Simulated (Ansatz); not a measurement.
# BaTiO3 (Pm-3m) in Ansatz: a series of runs

Runs on BaTiO3. Level: PBEsol. Tasks: single point.

Everything below comes from runs of Ansatz 0.2.0. Logs are shortened: lines on timing, memory, paths and dates and some standing lists are left out, and cuts for length are marked.

### Step 1. The structure

It takes space group Pm-3m (No. 221, cubic). Conventional cell: a = 4.006 Å, b = 4.006 Å, c = 4.006 Å, α = 90.00°, β = 90.00°, γ = 90.00°. Around Ba (site symmetry m-3m) lie 12 O at 2.83 Å. Ti (site symmetry m-3m) is surrounded by 6 O at 2.00 Å. O (site symmetry 4/mmm) is surrounded by 2 Ti at 2.00 Å.

### Step 2. Single point, PBEsol, 12.09 Å³/atom (volume scaled by 0.94)

Contents of input.yaml:

```yaml
crystal:
  lattice:
    - [3.9242219515, 0.0, 0.0]
    - [0.0, 3.9242219515, 0.0]
    - [0.0, 0.0, 3.9242219515]
  atoms:
    - { symbol: Ba, position: [0.5, 0.5, 0.5] }
    - { symbol: Ti, position: [0.0, 0.0, 0.0] }
    - { symbol: O, position: [0.0, 0.0, 0.5] }
    - { symbol: O, position: [0.0, 0.5, 0.0] }
    - { symbol: O, position: [0.5, 0.0, 0.0] }
kpoints:
  mp_grid: { grid: [7, 7, 7] }
scf:
  occupations: { method: fermi_dirac, width: 0.05 }
hamiltonian:
  xc: pbesol
  pseudopotentials: { kind: all_electron, lapw: { basis_error: 0.001 } }
output:
  forces: true
  stress: true
  eigenvalues: true
```

Potentials or basis: all-electron LAPW, scalar-relativistic.

On the command line:

```sh
> ansatz run input.yaml --threads 4 --pin off --max-ram 12288MiB --backend cpu --events-out ev --progress --plain --runs-dir out
```

Output:

```text
Warning: RAYON_NUM_THREADS=4 ignored (pool sized by the plan → 4); use --threads N
LAPW: plane waves up to 10.291 Å⁻¹, error target 1.0e-3 eV per atom; small_component_spin mean_spin; O in spheres of 0.913 Å, 8 of its electrons in bands, Dirac shells []; Ti in spheres of 1.049 Å, 20 of its electrons in bands, Dirac shells []; Ba in spheres of 1.136 Å, 28 of its electrons in bands, Dirac shells [] (how accurate: hamiltonian.pseudopotentials.lapw.basis_error, Limitations)
Engine: ansatz 0.2.0, aarch64-unknown-linux-gnu
Pseudopotentials: kind: all_electron
Pseudopotential: Ba, LAPW, valence charge 28, lapw/all_electron/scalar/gaussian/Ba, Koelling and Harmon's equation, gaussian nucleus
Pseudopotential: Ti, LAPW, valence charge 20, lapw/all_electron/scalar/gaussian/Ti, Koelling and Harmon's equation, gaussian nucleus
Pseudopotential: O, LAPW, valence charge 8, lapw/all_electron/scalar/gaussian/O, Koelling and Harmon's equation, gaussian nucleus
Functional definition: PBEsol
  exchange = pbesol_x
  correlation = pbesol_c
Crystal: 5 atoms, lattice volume = 60.431 Å³
Basis set: ecut = 403.48597190340973 eV, 1141 PW (Γ), exchange–correlation at level 2
Bands: 44, of which v1, the nominal top of the filled ones, is band 36 counted from 1 (35 counted from 0)
Symmetry: 48 space group operations
Space group: Pm-3m (ITA 221), of the structure as read, at distance tolerance 3.9e-5 Å
k-points: 20 of 343
Non-local potential: Ba, projectors of the file, none
Non-local potential: Ti, projectors of the file, none
Non-local potential: O, projectors of the file, none
Initial density: superposition of atomic densities (chi_scale 0.1, normalization cell, long waves kept (reshape's long-wave potential 0.00 eV rms))
Initial wavefunctions: plane waves of lowest kinetic energy (no species holds an atomic orbital)
Functional: x = pbesol(κ = 0.804, μ = 0.12345679012345678), c = pbesol(β = 0.046)
iter 1 solved again at ethr=1.72e-2 eV; its pass at ethr=1.00e-1 eV (dr2=1.24e1 eV) is discarded
SCF iter   1: F=—  HF=-250632.648633 eV  |F-HF|=—  |Δ(HF+E_count)|=         —  Δρ=1.34e-1  dr2=1.24e1  ethr=1.72e-2  ⟨swp⟩=2.0  Hψ=5682  notcnv=0
preconditioner: auto → Resta (q_TF=auto, 2.809 Å⁻¹)  ε∞=3.4  [insulator: Δε(μ)=5.864 eV  Ē_g=19.048 eV  σ=0.050 eV  W_gap=1.00  n_scr=26 (ndim 8)  ℏωp=29.4 eV  f_vac=0.000  D(μ)=0.00/eV (n_scr^D=0)  ε∞_Penn≈3.4]
SCF iter   2: F=—  HF=-250628.740948 eV  |F-HF|=—  |Δ(HF+E_count)|=    3.91e0  Δρ=8.23e-2  dr2=5.55e0  ethr=1.72e-2  ⟨swp⟩=3.0  Hψ=3032  notcnv=0
SCF iter   3: F=—  HF=-250627.126781 eV  |F-HF|=—  |Δ(HF+E_count)|=    1.61e0  Δρ=4.62e-2  dr2=1.56e0  ethr=7.71e-3  ⟨swp⟩=3.0  Hψ=2752  notcnv=0
SCF iter   4: F=—  HF=-250626.748025 eV  |F-HF|=—  |Δ(HF+E_count)|=         —  Δρ=1.86e-2  dr2=2.46e-1  ethr=2.16e-3  ⟨swp⟩=2.9  Hψ=2904  notcnv=0
the basis was enlarged: its passes take 179.5 KiB over the memory plan, 4 of 4 planned eigensolver slots
SCF iter   5: F=—  HF=-250626.771544 eV  |F-HF|=—  |Δ(HF+E_count)|=   2.35e-2  Δρ=1.27e-2  dr2=1.40e-1  ethr=3.42e-4  ⟨swp⟩=2.9  Hψ=2938  notcnv=0
SCF iter   6: F=—  HF=-250626.736615 eV  |F-HF|=—  |Δ(HF+E_count)|=   3.49e-2  Δρ=7.06e-3  dr2=4.22e-2  ethr=1.94e-4  ⟨swp⟩=2.0  Hψ=2774  notcnv=0
SCF iter   7: F=—  HF=-250626.721556 eV  |F-HF|=—  |Δ(HF+E_count)|=   1.51e-2  Δρ=2.22e-3  dr2=4.26e-3  ethr=5.86e-5  ⟨swp⟩=2.0  Hψ=2837  notcnv=0
iter 8 solved again at ethr=4.82e-7 eV; its pass at ethr=5.92e-6 eV (dr2=3.47e-4 eV) is discarded
SCF iter   8: F=—  HF=-250626.720121 eV  |F-HF|=—  |Δ(HF+E_count)|=   1.43e-3  Δρ=6.09e-4  dr2=3.47e-4  ethr=4.82e-7  ⟨swp⟩=2.0  Hψ=4520  notcnv=0
SCF iter   9: F=—  HF=-250626.720013 eV  |F-HF|=—  |Δ(HF+E_count)|=   1.08e-4  Δρ=1.90e-4  dr2=3.44e-5  ethr=4.81e-7  ⟨swp⟩=2.0  Hψ=2740  notcnv=0
SCF iter  10: F=-250626.719999 eV  HF=-250626.719999 eV  |F-HF|=1.46e-9  |Δ(HF+E_count)|=   1.37e-5  Δρ=6.96e-6  dr2=2.80e-8  ethr=4.78e-8  ⟨swp⟩=2.0  Hψ=2740  notcnv=0
SCF 1 converged in 10 iterations: F = -250626.719999 eV  dr2 = 2.80e-8
SCF converged after 10 iterations
Free energy (F): -250626.719999 eV
Harris-Foulkes:  -250626.719999 eV  (|F-HF|=1.46e-9)
Internal energy: -250626.719999 eV  (E = F + TS)
E sigma→0 (E₀):  -250626.719999 eV
Fermi energy:    14.042097 eV
--- Per-component energies (eV) ---
  E_band       = -8594.932060
  E_kinetic    = 265322.259408
  E_xc         = -7110.105930
  E_electrostatic = -508838.873477  (all electrons and nuclei)
  E_smearing   = -0.000000  (= −TS)
  E_closure    = 0.000000  (closes the sum)
  E_atoms      = -250585.672184  (free atoms, spherical and without spin; not in F)
  Σ components = -250626.719999   (vs F -250626.719999, Δ=0.00e0)
  Basis errors (estimates in eV, not in F): energy 4.7e-4 per atom: plane waves 4.3e-4 (2.5e-4 summed), levels above the bands 2.2e-70, relativity 4.2e-8, radial functions 3.6e-5, core shells 6.5e-8; eigenvalues (radial functions only) 1.3e-5; not estimated: angular momenta, meshes, grids; target (lapw.basis_error) 1.0e-3; muffin-tin radii O 0.913 Å, Ti 1.049 Å, Ba 1.136 Å
--- Forces (eV/Å), atoms counted from 1 ---
  atom   1  Ba    -0.00000000     0.00000000    -0.00000000
  atom   2  Ti     0.00000000    -0.00000000     0.00000000
  atom   3  O      0.00000000     0.00000000    -0.00000000
  atom   4  O      0.00000000    -0.00000000     0.00000000
  atom   5  O     -0.00000000    -0.00000000     0.00000000
  max |Σ_I F_I| component: 1.58e-30 eV/Å
--- Stress (GPa, compression-positive) ---
        6.757188       0.000000       0.000000
        0.000000       6.757188       0.000000
        0.000000       0.000000       6.757188
  P = ⅓ Tr σ = 6.7572 GPa (67.572 kbar)
--- Band table (eV; the first three rows and the last of 20) ---
  k-point 0: bands = ["-517.1174", "-488.9660", "-488.9660", "-488.9660", "-424.7124", "-424.7124", "-424.7124", "-220.4397", "-157.6595", "-157.6595", "-157.6595", "-66.5986", "-66.5986", "-66.5966", "-66.5966", "-66.5966", "-42.9235", "-19.3014", "-19.3014", "-19.3014", "-11.3574", "-3.7901", "-3.1402", "-3.1402", "3.4280", "3.4280", "3.4280", "10.8628", "10.8628", "10.8628", "11.8596", "11.8596", "11.8596", "13.0563", "13.0563", "13.0563", "14.9718", "14.9718", "14.9718", "17.5143", "17.5143", "18.2111", "18.2111", "21.0624"]
  k-point 1: bands = ["-517.1174", "-488.9660", "-488.9660", "-488.9660", "-424.7124", "-424.7124", "-424.7124", "-220.4397", "-157.6595", "-157.6595", "-157.6595", "-66.5985", "-66.5985", "-66.5966", "-66.5966", "-66.5966", "-42.9232", "-19.3153", "-19.3009", "-19.3009", "-11.3257", "-3.8209", "-3.1326", "-3.1096", "3.4670", "3.4670", "3.5356", "10.4886", "10.7852", "10.7852", "11.6305", "11.6305", "11.6722", "12.5293", "12.8966", "12.8966", "14.9999", "15.4212", "15.4212", "17.5204", "18.0866", "18.6058", "18.6269", "21.5689"]
  k-point 2: bands = ["-517.1174", "-488.9660", "-488.9660", "-488.9660", "-424.7124", "-424.7124", "-424.7124", "-220.4397", "-157.6595", "-157.6595", "-157.6595", "-66.5985", "-66.5985", "-66.5966", "-66.5966", "-66.5966", "-42.9226", "-19.3462", "-19.2996", "-19.2996", "-11.2529", "-3.9754", "-3.1153", "-2.9359", "3.5582", "3.5582", "3.7742", "9.6675", "10.5201", "10.5201", "11.3013", "11.3263", "11.3263", "11.6839", "12.6262", "12.6262", "15.0648", "16.2548", "16.2548", "17.5264", "19.0299", "19.5185", "19.6826", "21.7902"]
  k-point 19: bands = ["-517.1174", "-488.9660", "-488.9660", "-488.9660", "-424.7124", "-424.7124", "-424.7124", "-220.4397", "-157.6595", "-157.6595", "-157.6595", "-66.5984", "-66.5984", "-66.5966", "-66.5966", "-66.5966", "-42.9193", "-19.3625", "-19.3623", "-19.3623", "-11.0041", "-2.9250", "-2.8309", "-2.8309", "2.6090", "2.6090", "2.7477", "8.6029", "9.1589", "9.1589", "10.5542", "10.7680", "10.7680", "12.9409", "12.9409", "13.0228", "17.5926", "17.5926", "17.5956", "20.3786", "20.3786", "20.4483", "21.3907", "21.3907"]
```

Wall time 8 s (4 threads of Arm Neoverse V2, shared host); peak memory 0.52 GiB.

What came out:

- Free energy: -250626.7200 eV
- Pressure: 6.8 GPa
- Band gap on the k mesh: 1.92 eV, direct

Caveat: spin-orbit coupling is left out, which moves the levels of the heavy elements; an odd mesh through Γ misses points on the zone boundary, where band edges often lie.

### Step 3. Single point, PBEsol, 12.34 Å³/atom (volume scaled by 0.96)

Changes to input.yaml since step 2:

```diff
@@ -2,5 +2,5 @@
   lattice:
-    - [3.9242219515, 0.0, 0.0]
-    - [0.0, 3.9242219515, 0.0]
-    - [0.0, 0.0, 3.9242219515]
+    - [3.9518582279, 0.0, 0.0]
+    - [0.0, 3.9518582279, 0.0]
+    - [0.0, 0.0, 3.9518582279]
   atoms:
```

Potentials or basis: all-electron LAPW, scalar-relativistic.

On the command line:

```sh
> ansatz run input.yaml --threads 4 --pin off --max-ram 12288MiB --backend cpu --events-out ev --progress --plain --runs-dir out
```

Wall time 7.3 s (4 threads of Arm Neoverse V2, shared host); peak memory 0.51 GiB.

Results (log left out):

```yaml
Free_energy: -250626.7569 eV
Pressure: 2.5 GPa
Band_gap_on_the_k_mesh: 1.90 eV, direct
```

Caveat: spin-orbit coupling is left out, which moves the levels of the heavy elements; an odd mesh through Γ misses points on the zone boundary, where band edges often lie.

### Step 4. Single point, PBEsol, 12.60 Å³/atom (volume scaled by 0.98)

Changes to input.yaml since step 3:

```diff
@@ -2,5 +2,5 @@
   lattice:
-    - [3.9518582279, 0.0, 0.0]
-    - [0.0, 3.9518582279, 0.0]
-    - [0.0, 0.0, 3.9518582279]
+    - [3.9791132838, 0.0, 0.0]
+    - [0.0, 3.9791132838, 0.0]
+    - [0.0, 0.0, 3.9791132838]
   atoms:
```

On the command line:

```sh
> ansatz run input.yaml --threads 4 --pin off --max-ram 12288MiB --backend cpu --events-out ev --progress --plain --runs-dir out
```

It took 8.4 s on 4 threads of Arm Neoverse V2, shared host; peak memory 0.51 GiB.

The run converged. Its results:

| Property | Result |
| --- | --- |
| Free energy | -250626.7619 eV |
| Pressure | -1.2 GPa |
| Band gap on the k mesh | 1.86 eV, indirect (least direct gap 1.88 eV) |

Caveat: spin-orbit coupling is left out, which moves the levels of the heavy elements; an odd mesh through Γ misses points on the zone boundary, where band edges often lie.

### Step 5. Single point, PBEsol, 12.86 Å³/atom

Changes to input.yaml since step 4:

```diff
@@ -2,5 +2,5 @@
   lattice:
-    - [3.9791132838, 0.0, 0.0]
-    - [0.0, 3.9791132838, 0.0]
-    - [0.0, 0.0, 3.9791132838]
+    - [4.006, 0.0, 0.0]
+    - [0.0, 4.006, 0.0]
+    - [0.0, 0.0, 4.006]
   atoms:
```

On the command line:

```sh
> ansatz run input.yaml --threads 4 --pin off --max-ram 12288MiB --backend cpu --events-out ev --progress --plain --runs-dir out
```

It took 8.1 s on 4 threads of Arm Neoverse V2, shared host; peak memory 0.52 GiB.

Results (log left out):

| Quantity | Value |
| --- | --- |
| Free energy | -250626.7382 eV |
| Pressure | -4.6 GPa |
| Band gap on the k mesh | 1.82 eV, indirect (least direct gap 1.86 eV) |

Caveat: spin-orbit coupling is left out, which moves the levels of the heavy elements; an odd mesh through Γ misses points on the zone boundary, where band edges often lie.

### Step 6. Single point, PBEsol, 13.11 Å³/atom (volume scaled by 1.02)

Changes to input.yaml since step 5:

```diff
@@ -2,5 +2,5 @@
   lattice:
-    - [4.006, 0.0, 0.0]
-    - [0.0, 4.006, 0.0]
-    - [0.0, 0.0, 4.006]
+    - [4.0325305745, 0.0, 0.0]
+    - [0.0, 4.0325305745, 0.0]
+    - [0.0, 0.0, 4.0325305745]
   atoms:
```

Potentials or basis: all-electron LAPW, scalar-relativistic.

On the command line:

```sh
> ansatz run input.yaml --threads 4 --pin off --max-ram 12288MiB --backend cpu --events-out ev --progress --plain --runs-dir out
```

It took 7.9 s on 4 threads of Arm Neoverse V2, shared host; peak memory 0.51 GiB.

Results (log left out):

```
Free energy            : -250626.6890 eV
Pressure               : -7.6 GPa
Band gap on the k mesh : 1.78 eV, indirect (least direct gap 1.84 eV)
```

Caveat: spin-orbit coupling is left out, which moves the levels of the heavy elements; an odd mesh through Γ misses points on the zone boundary, where band edges often lie.

### Step 7. Single point, PBEsol, 13.37 Å³/atom (volume scaled by 1.04)

Changes to input.yaml since step 6:

```diff
@@ -2,5 +2,5 @@
   lattice:
-    - [4.0325305745, 0.0, 0.0]
-    - [0.0, 4.0325305745, 0.0]
-    - [0.0, 0.0, 4.0325305745]
+    - [4.0587165717, 0.0, 0.0]
+    - [0.0, 4.0587165717, 0.0]
+    - [0.0, 0.0, 4.0587165717]
   atoms:
```

On the command line:

```sh
> ansatz run input.yaml --threads 4 --pin off --max-ram 12288MiB --backend cpu --events-out ev --progress --plain --runs-dir out
```

It took 7.6 s on 4 threads of Arm Neoverse V2, shared host; peak memory 0.52 GiB.

The run converged. Its results:

- Free energy: -250626.6170 eV
- Pressure: -10.3 GPa
- Band gap on the k mesh: 1.73 eV, indirect (least direct gap 1.82 eV)

Caveat: spin-orbit coupling is left out, which moves the levels of the heavy elements; an odd mesh through Γ misses points on the zone boundary, where band edges often lie.

### Step 8. Single point, PBEsol, 13.63 Å³/atom (volume scaled by 1.06)

Changes to input.yaml since step 7:

```diff
@@ -2,5 +2,5 @@
   lattice:
-    - [4.0587165717, 0.0, 0.0]
-    - [0.0, 4.0587165717, 0.0]
-    - [0.0, 0.0, 4.0587165717]
+    - [4.0845689666, 0.0, 0.0]
+    - [0.0, 4.0845689666, 0.0]
+    - [0.0, 0.0, 4.0845689666]
   atoms:
```

On the command line:

```sh
> ansatz run input.yaml --threads 4 --pin off --max-ram 12288MiB --backend cpu --events-out ev --progress --plain --runs-dir out
```

Wall time 8.3 s (4 threads of Arm Neoverse V2, shared host); peak memory 0.52 GiB.

The run converged. Its results:

```
Free energy            : -250626.5247 eV
Pressure               : -12.7 GPa
Band gap on the k mesh : 1.69 eV, indirect (least direct gap 1.80 eV)
```

Caveat: spin-orbit coupling is left out, which moves the levels of the heavy elements; an odd mesh through Γ misses points on the zone boundary, where band edges often lie.
